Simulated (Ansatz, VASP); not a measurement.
# Cross-check of Na (monovacancy in Na) between VASP and Ansatz, part 2 of 2

Wanted: the spread between two codes on one cell, functional and k mesh. The Ansatz run is a path of several images between two structures; VASP solves one of them, and the two are compared there.

VASP 6.6.1 and Ansatz 0.2.0.

So far: The structure; Ansatz: path of images, PBE.

## 3. VASP: single point, PBE, pair 1

Level of this step: PBE; plane waves and PAW (Na_pv) (VASP).

The same cell, functional, mesh and smearing now go to VASP, with its own data sets.

Lines of VASP's logs that name or quote its potential files are left out, and so is its time.

Contents of INCAR:

```
SYSTEM = Na
PREC = Accurate
ENCUT = 400
EDIFF = 1E-06
NELM = 120
ISMEAR = 1
SIGMA = 0.1
LREAL = Auto
ALGO = Normal
GGA = PE
NBANDS = 224
LORBIT = 11
LWAVE = .FALSE.
LCHARG = .FALSE.
ISIF = 2
LASPH = .TRUE.
GGA_COMPAT = .FALSE.
KPAR = 8
```

Contents of POSCAR:

```
Na
1.0
   12.5749199599      0.0000000000      0.0000000000
    0.0000000000     12.5749199599      0.0000000000
    0.0000000000      0.0000000000     12.5749199599
Na
53
Direct
    0.0000000000      0.0000000000      0.0000000000
    0.1692529246      0.1692529246      0.1692529246
    0.0000000000      0.0000000000      0.3341599782
    0.1690115712      0.1690115712      0.5000000000
    0.0000000000      0.0000000000      0.6658400218
    0.1692529246      0.1692529246      0.8307470754
    0.0000000000      0.3341599782      0.0000000000
    0.1690115712      0.5000000000      0.1690115712
    0.0000000000      0.3313023060      0.3313023060
    0.1563818288      0.5000000000      0.5000000000
    0.0000000000      0.3313023060      0.6686976940
    0.1690115712      0.5000000000      0.8309884288
    0.0000000000      0.6658400218      0.0000000000
    0.1692529246      0.8307470754      0.1692529246
    0.0000000000      0.6686976940      0.3313023060
    0.1690115712      0.8309884288      0.5000000000
    0.0000000000      0.6686976940      0.6686976940
    0.1692529246      0.8307470754      0.8307470754
    0.3341599782      0.0000000000      0.0000000000
    0.5000000000      0.1690115712      0.1690115712
    0.3313023060      0.0000000000      0.3313023060
    0.5000000000      0.1563818288      0.5000000000
    0.3313023060      0.0000000000      0.6686976940
    0.5000000000      0.1690115712      0.8309884288
    0.3313023060      0.3313023060      0.0000000000
    0.5000000000      0.5000000000      0.1563818288
    0.3441171788      0.3441171788      0.3441171788
    0.3441171788      0.3441171788      0.6558828212
    0.5000000000      0.5000000000      0.8436181712
    0.3313023060      0.6686976940      0.0000000000
    0.5000000000      0.8309884288      0.1690115712
    0.3441171788      0.6558828212      0.3441171788
    0.5000000000      0.8436181712      0.5000000000
    0.3441171788      0.6558828212      0.6558828212
    0.5000000000      0.8309884288      0.8309884288
    0.6658400218      0.0000000000      0.0000000000
    0.8307470754      0.1692529246      0.1692529246
    0.6686976940      0.0000000000      0.3313023060
    0.8309884288      0.1690115712      0.5000000000
    0.6686976940      0.0000000000      0.6686976940
    0.8307470754      0.1692529246      0.8307470754
    0.6686976940      0.3313023060      0.0000000000
    0.8309884288      0.5000000000      0.1690115712
    0.6558828212      0.3441171788      0.3441171788
    0.8436181712      0.5000000000      0.5000000000
    0.6558828212      0.3441171788      0.6558828212
    0.8309884288      0.5000000000      0.8309884288
    0.6686976940      0.6686976940      0.0000000000
    0.8307470754      0.8307470754      0.1692529246
    0.6558828212      0.6558828212      0.3441171788
    0.8309884288      0.8309884288      0.5000000000
    0.6558828212      0.6558828212      0.6558828212
    0.8307470754      0.8307470754      0.8307470754
```

Contents of KPOINTS:

```
Automatic mesh
0
Gamma
2 2 2
0 0 0
```

Potentials, in the order of the species: Na_pv (PBE family, release 64).

Launch:

```
mpirun -np 8 vasp_std
```

Numbers of over 12 decimals in the logs are rounded to 6 here.

The log of the run:

```text
[banner, memory and clock lines left out]
running    8 mpi-ranks, on    1 nodes
[...]
|                                                                             |
|           W    W    AA    RRRRR   N    N  II  N    N   GGGG   !!!           |
|           W    W   A  A   R    R  NN   N  II  NN   N  G    G  !!!           |
|           W    W  A    A  R    R  N N  N  II  N N  N  G       !!!           |
|           W WW W  AAAAAA  RRRRR   N  N N  II  N  N N  G  GGG   !            |
|           WW  WW  A    A  R   R   N   NN  II  N   NN  G    G                |
|           W    W  A    A  R    R  N    N  II  N    N   GGGG   !!!           |
|                                                                             |
|     For optimal performance we recommend to set                             |
|       NCORE = 2 up to number-of-cores-per-socket                            |
|     NCORE specifies how many cores store one orbital (NPAR=cpu/NCORE).      |
|     This setting can greatly improve the performance of VASP for DFT.       |
|     The default, NCORE=1 might be grossly inefficient on modern             |
|     multi-core architectures or massively parallel machines. Do your        |
|     Unfortunately you need to use the default for GW and RPA                |
|     calculations (for HF NCORE is supported but not extensively tested      |
|     yet).                                                                   |
|                                                                             |

 LDA part: xc-table for (Slater+PW92), standard interpolation
 POSCAR, INCAR and KPOINTS ok, starting setup
[...]
entering main loop
       N       E                     dE             d eps       ncg     rms          rms(c)
DAV:   1     0.314140642703E+04    0.31414E+04   -0.17649E+05  2120   0.137E+03
DAV:   2     0.157483136917E+03   -0.29839E+04   -0.29429E+04  1792   0.426E+02
DAV:   3    -0.612738758622E+02   -0.21876E+03   -0.21215E+03  2008   0.145E+02
DAV:   4    -0.688171045096E+02   -0.75432E+01   -0.74418E+01  1928   0.232E+01
[...]
DAV:  11    -0.689431770626E+02   -0.32070E-05   -0.23720E-05  2080   0.242E-02    0.499E-03
DAV:  12    -0.689431787997E+02   -0.17371E-05   -0.43046E-06  1688   0.105E-02    0.130E-03
DAV:  13    -0.689431789145E+02   -0.11475E-06   -0.10413E-06  1056   0.617E-03
   1 F= -.68943179E+02 E0= -.68923653E+02  d E =-.585766E-01
```

Parts of OUTCAR (step 3):

```text
  Total       -2.5915382     -2.5915382     -2.5915382      0.0000000      0.0000000     -0.0000000
  in kB       -2.0881058     -2.0881058     -2.0881058      0.0000000      0.0000000     -0.0000000
  external PRESSURE =      -2.0881058 kB  Pullay stress =       0.0000000 kB

 POSITION                                       TOTAL-FORCE (eV/Angst)
 -----------------------------------------------------------------------------------
      0.00000      0.00000      0.00000        -0.000000      0.000000      0.000000
      2.12834      2.12834      2.12834        -0.000387     -0.000387     -0.000387
      0.00000      0.00000      4.20203        -0.000000     -0.000000     -0.001557
      2.12531      2.12531      6.28746        -0.000052     -0.000052      0.000000
      0.00000      0.00000      8.37288        -0.000000      0.000000      0.001557
      2.12834      2.12834     10.44658        -0.000387     -0.000387      0.000387
      0.00000      4.20203      0.00000        -0.000000     -0.001557      0.000000
      2.12531      6.28746      2.12531        -0.000052     -0.000000     -0.000052
      0.00000      4.16610      4.16610        -0.000000      0.000392      0.000392
      1.96649      6.28746      6.28746        -0.000714      0.000000      0.000000
      0.00000      4.16610      8.40882        -0.000000      0.000392     -0.000392
      2.12531      6.28746     10.44961        -0.000052      0.000000      0.000052
      0.00000      8.37288      0.00000        -0.000000      0.001557      0.000000
      2.12834     10.44658      2.12834        -0.000387      0.000387     -0.000387
[...]
-----------------------------------------------------------------------------------
    total drift:                                0.000000      0.000000      0.000000

  FREE ENERGIE OF THE ION-ELECTRON SYSTEM (eV)
  ---------------------------------------------------
  free  energy   TOTEN  =       -68.9431789145 eV

  energy  without entropy=      -68.8846022717  energy(sigma->0) =      -68.92365337

[... 3 further parts left out ...]
[key lines of the parts left out:]
E-fermi :   0.3177
```

The run ends at a pressure of -0.21 GPa, with forces up to 0.0026 eV/Å.

## 4. Side by side

Known differences besides the potentials themselves: the data sets hold 477 valence electrons in Ansatz (on its default PAW (the set named soft_2) files) and 371 in VASP; the cutoff is 520 eV in Ansatz and 400 eV in VASP (PREC = Accurate, projectors in real space). Total energies have different zeros and are not compared.

The forces differ by 0.82 meV/Å r.m.s.; no other quantity is compared for this pair.

## 5. Ansatz: path of images, PBE

A single point takes one fixed geometry, so differences don't come from the geometry; what else differs is listed under the comparison.

The Ansatz run is a path of several images between two structures; VASP solves one of them, and the two are compared there.

This is the run of step 2 again, met here at its other cell.

## 6. VASP: single point, PBE, pair 2

The same cell, functional, mesh and smearing now go to VASP, with its own data sets.

INCAR is that of step 3.

Contents of POSCAR:

```
Na
1.0
   12.5749199599      0.0000000000      0.0000000000
    0.0000000000     12.5749199599      0.0000000000
    0.0000000000      0.0000000000     12.5749199599
Na
53
Direct
    0.0016888378      0.0016601299      0.0016838278
    0.1767828350      0.1767932525      0.1767623975
    0.0018734115      0.0018990976      0.3342655073
    0.1767375862      0.1767521389      0.4927775302
    0.0018646640      0.0018575069      0.6636158343
    0.1661713161      0.1661759285      0.8328009270
    0.0019702710      0.3342563621      0.0018894752
    0.1769570707      0.4926082249      0.1769352813
    0.9931581274      0.3317780163      0.3319436635
    0.1545935884      0.5003379759      0.5002489893
    0.0004188496      0.3296224559      0.6679301361
    0.1663685341      0.5019829963      0.8310892660
    0.0019928556      0.6635670069      0.0019807681
    0.1663224901      0.8328600924      0.1662793089
    0.0003668413      0.6679532774      0.3295927937
    0.1663838821      0.8311146340      0.5019779863
    0.9985283405      0.6696091925      0.6696060116
    0.1694732855      0.8307131205      0.8307355461
    0.3342554874      0.0019749629      0.0018703896
    0.4926594380      0.1769246251      0.1768863744
    0.3318231856      0.9932316865      0.3319485144
    0.5003681153      0.1545219378      0.5002881943
    0.3296445634      0.0004334819      0.6679157423
    0.5020200542      0.1663941406      0.8310726457
    0.3318273208      0.3317896268      0.9930790812
    0.5001203205      0.5001343961      0.1546967302
    0.3781106373      0.3783675773      0.3776635569
    0.3389209644      0.3389456962      0.6685718897
    0.5016142465      0.5016066917      0.8429531189
    0.3296719194      0.6678860801      0.0004286310
    0.5018373095      0.8312390085      0.1664175205
    0.3390070087      0.6686013133      0.3390307066
    0.5016559962      0.8429856439      0.5016408868
    0.3448083180      0.6525351276      0.6525468970
    0.4983408260      0.8307742740      0.8307777730
    0.6635660526      0.0019554796      0.0019517420
    0.8328674881      0.1662631656      0.1662130659
    0.6679609116      0.0003853702      0.3296195135
    0.8311102602      0.1663646374      0.5020402531
    0.6695845402      0.9985061535      0.6695881983
    0.8306913311      0.1694904625      0.8307207547
    0.6679073129      0.3296793151      0.0004331638
    0.8312522094      0.5018610075      0.1663738622
    0.6686562640      0.3389343243      0.3389378233
    0.8430107733      0.5016528153      0.5016475668
    0.6524808926      0.3448775828      0.6524719065
    0.8307731606      0.4983455974      0.8307785682
    0.6694616766      0.6694674023      0.9987471093
    0.8307551884      0.8307609936      0.1693392091
    0.6526680111      0.6526456650      0.3445944001
    0.8307662421      0.8307695821      0.4983353389
    0.6572772651      0.6572973845      0.6572281196
    0.8325386590      0.8325217205      0.8327420002
```

KPOINTS is that of step 3.

Launch:

```
mpirun -np 8 vasp_std
```

The log of the run:

```text
[banner, memory and clock lines left out]
running    8 mpi-ranks, on    1 nodes
[...]
[... a notice as in an earlier step ...]

 LDA part: xc-table for (Slater+PW92), standard interpolation
 POSCAR, INCAR and KPOINTS ok, starting setup
[...]
entering main loop
       N       E                     dE             d eps       ncg     rms          rms(c)
DAV:   1     0.314259126181E+04    0.31426E+04   -0.17630E+05  4176   0.137E+03
DAV:   2     0.153013071244E+03   -0.29896E+04   -0.29486E+04  3592   0.427E+02
DAV:   3    -0.618760884991E+02   -0.21489E+03   -0.20961E+03  3968   0.145E+02
DAV:   4    -0.687976835845E+02   -0.69216E+01   -0.68259E+01  3848   0.233E+01
[...]
DAV:  11    -0.689135532115E+02   -0.47312E-05   -0.39260E-05  4320   0.303E-02    0.628E-03
DAV:  12    -0.689135546975E+02   -0.14860E-05   -0.40168E-06  2936   0.144E-02    0.129E-03
DAV:  13    -0.689135550281E+02   -0.33064E-06   -0.31959E-06  2800   0.104E-02
   1 F= -.68913555E+02 E0= -.68895018E+02  d E =-.556112E-01
```

OUTCAR, selected parts (step 6):

```text
  Total       -2.5909719     -2.5913008     -2.5880982     -0.1158090     -0.1196340     -0.1218355
  in kB       -2.0876495     -2.0879146     -2.0853341     -0.0933120     -0.0963939     -0.0981677
  external PRESSURE =      -2.0869661 kB  Pullay stress =       0.0000000 kB

 POSITION                                       TOTAL-FORCE (eV/Angst)
 -----------------------------------------------------------------------------------
      0.02124      0.02088      0.02117         0.000127      0.000134     -0.000052
      2.22303      2.22316      2.22277         0.001638      0.001554      0.002096
      0.02356      0.02388      4.20336        -0.000701     -0.000855      0.000285
      2.22246      2.22264      6.19664        -0.001773     -0.001827      0.003694
      0.02345      0.02336      8.34492        -0.000731     -0.000809     -0.000130
      2.08959      2.08965     10.47240         0.002147      0.002147      0.001352
      0.02478      4.20325      0.02376        -0.000921      0.000301     -0.000875
      2.22522      6.19451      2.22495        -0.003345      0.004663     -0.002881
     12.48888      4.17208      4.17416         0.002730      0.002302      0.001681
      1.94400      6.29171      6.29059         0.001349      0.000530      0.001228
      0.00527      4.14498      8.39917         0.001112     -0.001612     -0.000774
      2.09207      6.31240     10.45088         0.001740     -0.000141     -0.000812
      0.02506      8.34430      0.02491        -0.000632     -0.000490     -0.000689
      2.09149     10.47315      2.09095         0.001656      0.001362      0.001685
[...]
-----------------------------------------------------------------------------------
    total drift:                                0.003580      0.003752      0.002593

  FREE ENERGIE OF THE ION-ELECTRON SYSTEM (eV)
  ---------------------------------------------------
  free  energy   TOTEN  =       -68.9135550281 eV

  energy  without entropy=      -68.8579438307  energy(sigma->0) =      -68.89501796

[... 1 part as in an earlier step ...]

[... 2 further parts left out ...]
[key lines of the parts left out:]
E-fermi :   0.3205
```

The run ends at a pressure of -0.21 GPa, with forces up to 0.044 eV/Å.

## 7. Comparison

What differs besides the data sets and the points named for the pairs above, as far as they apply: the data sets hold 477 valence electrons in Ansatz (on its default PAW (the set named soft_2) files) and 371 in VASP. Total energies have different zeros and are not compared.

The forces differ by 0.9 meV/Å r.m.s.; no other quantity is compared for this pair.

## 8. Results

```yaml
r_m_s_force_difference_single_point_pbe_pair_1: 0.82 meV/Å
r_m_s_force_difference_single_point_pbe_pair_2: 0.9 meV/Å
```

In words: The r.m.s. force difference is 0.9 meV/Å (single point, PBE, pair 2), within the 12 meV/Å picked in this series as the mark of a large difference. The data sets hold unlike numbers of valence electrons (477 in Ansatz and 371 in VASP), so part of the differences may come from the potentials. How closely two codes agree says nothing of how well the functional describes the real material.

[Lines on the potential files, build, host, timing and source positions are cut from VASP's logs without a mark.]

[Logs are printed without paths, hosts, clocks, repeated set-up lines and the standing remarks that a program may print on its own settings, such as how far it seeks lower states.]

[Hosts, paths, dates, database ids (printed as entryN), source tags and the programs' standing remarks are cut or masked in the printed files.]
